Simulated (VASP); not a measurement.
# NaF (Fm-3m) in VASP: a series of runs

The runs below take NaF through electrostatic potential, with PBE.

All numbers are computed with VASP 6.6.1; they aren't measurements. Logs are shortened: lines on timing, memory, paths and dates and some standing lists are left out, and cuts for length are marked.

## Step 1: The crystal as given

The structure is cubic, space group Fm-3m (No. 225). The conventional cell has a = 4.549 Å, b = 4.549 Å, c = 4.549 Å, α = 90.00°, β = 90.00°, γ = 90.00°. Around Na (site symmetry m-3m) lie 6 F at 2.27 Å. Around F (site symmetry m-3m) lie 6 Na at 2.27 Å.

The cell was built by a generator and needn't be a form met in nature.

## Step 2: Electrostatic potential, PBE, non-collinear spin, zero start, spin-orbit coupling

INCAR

```
PREC = Accurate
ENCUT = 520
EDIFF = 1E-6
ISMEAR = 0
SIGMA = 0.02
LREAL = False
LASPH = True
NELM = 80
ALGO = Normal
ISIF = 2
LWAVE = False
LCHARG = True
MAGMOM = 0 0 0 0 0 0
LORBIT = 11
LSORBIT = True
GGA_COMPAT = False
GGA = PE
LVHAR = True
KPAR = 4
```

KPOINTS

```
regular mesh
0
Gamma
  10 10 10
```

POSCAR

```
NaF                                     
1.0
    0.0000000000      2.2743056719      2.2743056719
    2.2743056719      0.0000000000      2.2743056719
    2.2743056719      2.2743056719     -0.0000000000
  Na              F             
     1     1
Direct
     0.0000000000000000    0.0000000000000000    0.0000000000000000
     0.5000000000000000    0.5000000000000000    0.5000000000000000
```

Potentials or basis: VASP PAW PBE potentials, release 64 (Na_pv, F).

Launch:

```console
cat potpaw_PBE.64/Na_pv/POTCAR potpaw_PBE.64/F/POTCAR > POTCAR
mpirun -np 4 vasp_ncl > vasp.out
```

OUTCAR:

```text
PREC = Accurate
   ENCUT = 520
   EDIFF = 1E-6
   ISMEAR = 0
   LREAL = False
   LASPH = True
   NELM = 80
   ISIF = 2
   LORBIT = 11
   LSORBIT = True
   GGA = PE

 ion  position               nearest neighbor table
   1  0.000  0.000  0.000-   2 2.27   2 2.27   2 2.27   2 2.27   2 2.27   2 2.27
   2  0.500  0.500  0.500-   1 2.27   1 2.27   1 2.27   1 2.27   1 2.27   1 2.27

  LATTYP: Found a face centered cubic cell.
 ALAT       =     4.5486113438

  Lattice vectors:

 A1 = (   0.0000000000,   2.2743056719,   2.2743056719)
 A2 = (   2.2743056719,   0.0000000000,   2.2743056719)
 A3 = (   2.2743056719,   2.2743056719,   0.0000000000)

Analysis of symmetry for initial positions (statically):
=====================================================================
 Subroutine PRICEL returns:
 Original cell was already a primitive cell.

 Routine SETGRP: Setting up the symmetry group for a
 face centered cubic supercell.

 Subroutine GETGRP returns: Found 48 space group operations
 (whereof 48 operations were pure point group operations)
 out of a pool of 48 trial point group operations.

The static configuration has the point symmetry O_h .

Analysis of symmetry for dynamics (positions and initial velocities):
=====================================================================
 Subroutine PRICEL returns:
 Original cell was already a primitive cell.

 Routine SETGRP: Setting up the symmetry group for a
 face centered cubic supercell.

 Subroutine GETGRP returns: Found 48 space group operations
 (whereof 48 operations were pure point group operations)
 out of a pool of 48 trial point group operations.

The dynamic configuration has the point symmetry O_h .

Analysis of structural, dynamic, and magnetic symmetry:
=====================================================================
 Subroutine PRICEL returns:
 Original cell was already a primitive cell.

 Routine SETGRP: Setting up the symmetry group for a
 face centered cubic supercell.

 Subroutine GETGRP returns: Found 48 space group operations
 (whereof 48 operations were pure point group operations)
 out of a pool of 48 trial point group operations.

The overall configuration has the point symmetry O_h .

 Subroutine INISYM returns: Found 48 space group operations
 (whereof 48 operations are pure point group operations),
 and found     1 'primitive' translations

----------------------------------------------------------------------------------------

                                     Primitive cell

  volume of cell :      23.5275

  direct lattice vectors                    reciprocal lattice vectors
     0.000000000  2.274305672  2.274305672    -0.219847317  0.219847317  0.219847317
     2.274305672  0.000000000  2.274305672     0.219847317 -0.219847317  0.219847317
     2.274305672  2.274305672  0.000000000     0.219847317  0.219847317 -0.219847317

  length of vectors
     3.216353926  3.216353926  3.216353926     0.380786723  0.380786723  0.380786723

  position of ions in fractional coordinates (direct lattice)
     0.000000000  0.000000000  0.000000000
     0.500000000  0.500000000  0.500000000

  ion indices of the primitive-cell ions
   primitive index   ion index
                 1           1
                 2           2

----------------------------------------------------------------------------------------

 KPOINTS: regular mesh

Automatic generation of k-mesh.
 Grid dimensions read from file:
 generate k-points for:   10   10   10

 Generating k-lattice:

  Cartesian coordinates                     Fractional coordinates (reciprocal lattice)
    -0.021984732  0.021984732  0.021984732     0.100000000  0.000000000  0.000000000
     0.021984732 -0.021984732  0.021984732     0.000000000  0.100000000  0.000000000
     0.021984732  0.021984732 -0.021984732     0.000000000  0.000000000  0.100000000

  Length of vectors
     0.038078672  0.038078672  0.038078672

[... 75 lines left out ...]
  Fermi-wavevector in a.u.,A,eV,Ry     =   1.376973  2.602101 25.797380  1.896054
  Thomas-Fermi vector in A             =   2.502169
   LORBIT       =     11    0 simple, 1 ext, 2 COOP (PROOUT), +10 PAW based schemes
   GGA     = PE    functional components
   LHFCALC =     F    Hartree Fock is set to
   AEXX    =    0.0000 exact exchange contribution
   IVDW    =     0    specifies the selected vdW correction
   LEPSILON=     F    determine dielectric tensor
   LRPA    =     F    only Hartree local field effects (RPA)
 Gauss-broadening in eV      SIGMA  =   0.02
  energy-cutoff  :      520.00
  volume of cell :       23.53
 maximum number of plane-waves:      1288
   NGX = 11   NGY = 11   NGZ = 11

 number of electron      14.0000005 magnetization       0.0000000     -0.0000000      0.0000000

 number of electron      14.0000004 magnetization       0.0000000      0.0000000      0.0000000

 number of electron      14.0000004 magnetization      -0.0000000     -0.0000000     -0.0000000

 Free energy of the ion-electron system (eV)
  ---------------------------------------------------
  ext. energy  EPLUGINS =         0.00000000
  ---------------------------------------------------
  free energy    TOTEN  =        -8.52885615 eV

  energy without entropy =       -8.52885615  energy(sigma->0) =       -8.52885615

 E-fermi :  -1.6495     XC(G=0):  -9.4249

 val. band max:       -1.8087403828   @ k =   0.0000   0.0000   0.0000
 cond. band min:       4.7813216639   @ k =   0.0000   0.0000   0.0000
 fundamental gap:      6.5900620467
 Fermi energy:        -1.6494773504

 k-point     1 :       0.0000    0.0000    0.0000
  band No.  band energies     occupation
      1     -21.1014      1.00000
      2     -21.1014      1.00000
      3     -20.7344      1.00000
      4     -20.7344      1.00000
      5     -20.5556      1.00000
      6     -20.5556      1.00000
[... 589 lines left out ...]
     21      18.4443      0.00000
     22      18.4452      0.00000

 [... further k-points ...]

------------------------ aborting loop because EDIFF is reached ----------------------------------------

  FORCE on cell =-STRESS in cart. coord.  units (eV):
  Direction    XX          YY          ZZ          XY          YZ          ZX
  --------------------------------------------------------------------------------------
  -------------------------------------------------------------------------------------
  Total        0.8085233      0.8085233      0.8085233     -0.0000000      0.0000000     -0.0000000
  in kB       55.0587831     55.0587831     55.0587831     -0.0000000      0.0000000     -0.0000000
  external PRESSURE =      55.0587831 kB  Pullay stress =       0.0000000 kB

 VOLUME and BASIS-vectors are now :
 -----------------------------------------------------------------------------
  energy-cutoff  :      520.00
  volume of cell :       23.53
      direct lattice vectors                 reciprocal lattice vectors
     0.000000000  2.274305672  2.274305672    -0.219847317  0.219847317  0.219847317
     2.274305672  0.000000000  2.274305672     0.219847317 -0.219847317  0.219847317
     2.274305672  2.274305672  0.000000000     0.219847317  0.219847317 -0.219847317

 POSITION                                       TOTAL-FORCE (eV/Angst)
 -----------------------------------------------------------------------------------
      0.00000      0.00000      0.00000         0.000000      0.000000     -0.000000
      2.27431      2.27431      2.27431        -0.000000     -0.000000      0.000000
 -----------------------------------------------------------------------------------
    total drift:                               -0.000000     -0.000000     -0.000000

  FREE ENERGIE OF THE ION-ELECTRON SYSTEM (eV)
  ---------------------------------------------------
  free  energy   TOTEN  =        -8.5288561487 eV

  energy  without entropy=       -8.5288561487  energy(sigma->0) =       -8.52885615

 Spin-Orbit-Coupling matrix elements

 Ion:    1  E_soc:     -0.0007265
 l=   1
     0.0000000    -0.0001211    -0.0001211
    -0.0001211     0.0000000    -0.0001211
    -0.0001211    -0.0001211     0.0000000
 l=   2
     0.0000000     0.0000000     0.0000000     0.0000000     0.0000000
     0.0000000     0.0000000     0.0000000     0.0000000     0.0000000
     0.0000000     0.0000000     0.0000000     0.0000000     0.0000000
     0.0000000     0.0000000     0.0000000     0.0000000     0.0000000
     0.0000000     0.0000000     0.0000000     0.0000000     0.0000000
 l=   3
     0.0000000     0.0000000     0.0000000     0.0000000     0.0000000     0.0000000     0.0000000
     0.0000000     0.0000000     0.0000000     0.0000000     0.0000000     0.0000000     0.0000000
     0.0000000     0.0000000     0.0000000     0.0000000     0.0000000     0.0000000     0.0000000
     0.0000000     0.0000000     0.0000000     0.0000000     0.0000000     0.0000000     0.0000000
     0.0000000     0.0000000     0.0000000     0.0000000     0.0000000     0.0000000     0.0000000
     0.0000000     0.0000000     0.0000000     0.0000000     0.0000000     0.0000000     0.0000000
     0.0000000     0.0000000     0.0000000     0.0000000     0.0000000     0.0000000     0.0000000

 Ion:    2  E_soc:     -0.0003619
 l=   1
     0.0000000    -0.0000603    -0.0000603
    -0.0000603     0.0000000    -0.0000603
    -0.0000603    -0.0000603     0.0000000
 l=   2
     0.0000000     0.0000000     0.0000000     0.0000000     0.0000000
     0.0000000     0.0000000     0.0000000     0.0000000     0.0000000
     0.0000000     0.0000000     0.0000000     0.0000000     0.0000000
     0.0000000     0.0000000     0.0000000     0.0000000     0.0000000
     0.0000000     0.0000000     0.0000000     0.0000000     0.0000000
 l=   3
     0.0000000     0.0000000     0.0000000     0.0000000     0.0000000     0.0000000     0.0000000
     0.0000000     0.0000000     0.0000000     0.0000000     0.0000000     0.0000000     0.0000000
     0.0000000     0.0000000     0.0000000     0.0000000     0.0000000     0.0000000     0.0000000
     0.0000000     0.0000000     0.0000000     0.0000000     0.0000000     0.0000000     0.0000000
     0.0000000     0.0000000     0.0000000     0.0000000     0.0000000     0.0000000     0.0000000
     0.0000000     0.0000000     0.0000000     0.0000000     0.0000000     0.0000000     0.0000000
     0.0000000     0.0000000     0.0000000     0.0000000     0.0000000     0.0000000     0.0000000

 total charge

# of ion       s       p       d       tot
------------------------------------------
    1        0.055   6.002   0.000   6.057
    2        1.729   4.394   0.000   6.123
--------------------------------------------------
tot          1.784  10.396   0.000  12.180

 magnetization (x)

# of ion       s       p       d       tot
------------------------------------------
    1        0.000   0.000   0.000   0.000
    2       -0.000  -0.000   0.000  -0.000
--------------------------------------------------
tot         -0.000  -0.000   0.000  -0.000

 magnetization (y)

# of ion       s       p       d       tot
------------------------------------------
    1        0.000   0.000   0.000   0.000
    2       -0.000   0.000   0.000   0.000
--------------------------------------------------
tot         -0.000   0.000   0.000   0.000

 magnetization (z)

# of ion       s       p       d       tot
------------------------------------------
    1        0.000  -0.000   0.000  -0.000
    2        0.000  -0.000   0.000  -0.000
--------------------------------------------------
tot          0.000  -0.000   0.000  -0.000
```

Wall time 14 s (4 MPI ranks of Intel Xeon Platinum 8175M at 2.50GHz (Skylake/Cascade Lake), shared host); peak memory 0.2 GiB.

Results:

```yaml
Free_energy: -8.5289 eV
Pressure: 5.5 GPa
Net_moment: 0.00 μB per cell
Valence_electrons_inside_the_program's_atomic_spheres: Na 6.06; F 6.12
```

Moments on the atoms (μB; x, y, z):
```
Na  0.00 0.00 0.00
F   0.00 0.00 0.00
```

## Step 3: Electrostatic potential, PBE

Changes to INCAR since step 2:

```diff
@@ -12,6 +12,2 @@
 LCHARG = True
-MAGMOM = 0 0 0 0 0 0
-LORBIT = 11
-LSORBIT = True
-GGA_COMPAT = False
 GGA = PE
```

KPOINTS is that of step 2.

POSCAR is that of step 2.

Potentials or basis: VASP PAW PBE potentials, release 64 (Na_pv, F).

Launch:

```console
cat potpaw_PBE.64/Na_pv/POTCAR potpaw_PBE.64/F/POTCAR > POTCAR
mpirun -np 4 vasp_std > vasp.out
```

Run time: 4.6 s. Hardware: 4 MPI ranks of Intel Xeon Platinum 8175M at 2.50GHz (Skylake/Cascade Lake), shared host; peak memory 0.12 GiB.

It converged, with:

```
Free energy            : -8.5283 eV
Pressure               : 5.5 GPa
Band gap on the k mesh : 6.61 eV, direct
```

Levels at points of the mesh, in eV from the valence-band top:
| k point | band 4 | band 5 | band 6 | band 7 | band 8 | band 9 | band 10 | band 11 |
| --- | --- | --- | --- | --- | --- | --- | --- | --- |
| (0.00, 0.00, 0.00) | -18.78 | 0.00 | 0.00 | 0.00 | 6.61 | 19.38 | 19.38 | 19.38 |
| (0.50, 0.00, 0.00) | -18.02 | -1.71 | -0.28 | -0.28 | 11.13 | 12.95 | 20.73 | 20.73 |
| (0.50, 0.50, 0.00) | -18.85 | -1.36 | -0.43 | -0.43 | 13.49 | 13.63 | 14.17 | 20.51 |

A k mesh can miss the band edges.
